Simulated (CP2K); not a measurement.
Crystal: KF (Carobbiite).

```
CELL_PARAMETERS angstrom
3.77857 0.00000 0.00000
1.88928 3.27233 0.00000
1.88928 1.09078 3.08519
ATOMIC_POSITIONS crystal
K 0.00000 0.00000 0.00000
F 0.50000 0.50000 0.50000
```

Base run:

- Program: CP2K 2026.2
- Functional: r2SCAN
- Potentials or basis: POTENTIAL_UZH K GTH-PBE-q9, F GTH-PBE-q7; TZVP-MOLOPT-PBE-GTH basis
- Density cutoff: 14966 eV
- k mesh: 9 × 9 × 9
- Occupations: fermi-dirac, width 0.05 eV
- Spin: no spin polarisation

Its results: band gap on the k mesh 6.72 eV, direct; pressure -0.3 GPa.

The run is repeated on the same cell with these changes: functional from r2SCAN to PBE. What comes out?

Band gap on the k mesh 6.16 eV, direct; pressure 1.5 GPa.

r2SCAN gives the wider gap, since meta-GGAs in the generalised Kohn-Sham scheme recover part of the derivative discontinuity.

Caveats: the basis of atomic orbitals isn't converged, which shifts pressures, moduli and gaps; the potentials were made for another functional, which shifts forces and pressure (some runs).
